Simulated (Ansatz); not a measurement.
## Lattice vibrations of NbP at Γ

Level of theory: DFT PBE, scalar-relativistic, plane waves, PAW in Ansatz 0.2.0. Settings: 420 eV plane-wave cutoff, Γ-centred 18×18×16 mesh, Fermi-Dirac smearing of 0.15 eV. No spin polarisation. Phonons by linear response, acoustic sum rule imposed.

Relaxed structure:
```
Nb P
1.0
     3.33630    0.00000    0.00000
    -1.66815    2.88932    0.00000
     0.00000    0.00000    3.33275
Nb P
1 1
Direct
  0.00000 0.00000 0.50000
  0.66667 0.33333 0.00000
```

It was reached by relaxing an invented guess, and it needn't be the stable form of this composition. In a metal, frequencies depend on the k mesh and the smearing, soft modes most.

Optical modes at Γ:
```csv
frequency (THz),degeneracy
9.74,1
10.80,2
```

All 3 optical modes at Γ are real: no displacement of atoms at fixed cell lowers the energy to second order. Strains and modes at other wave vectors aren't tested by this run.
